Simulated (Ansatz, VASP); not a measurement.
One calculation of Ga, two programs

```
Ga
1.0
    -1.68742    1.68742    1.68742
     1.68742   -1.68742    1.68742
     1.68742    1.68742   -1.68742
Ga
1
Direct
  0.00000 0.00000 0.00000
```

Alike in both runs: functional PBE; k mesh 17 × 17 × 17; occupations fermi-dirac, width 0.05 eV; no spin polarisation.

Ansatz relaxed the structure, and its values are those at the end. VASP's run is a single point on that final structure, the one shown.

|  | VASP | Ansatz |
| --- | --- | --- |
| version | VASP 6.6.1 | Ansatz 0.2.0 |
| potentials or method | VASP PAW PBE potentials, release 64 (Ga_d), cutoff 520 eV | all-electron LAPW, non-relativistic |

|  | VASP | Ansatz | Ansatz less VASP |
| --- | --- | --- | --- |
| pressure (GPa) | 0.1 | 0.0 | -0.05 |

Ansatz ran all-electron here, so the differences hold the error of VASP's frozen core and of both bases.
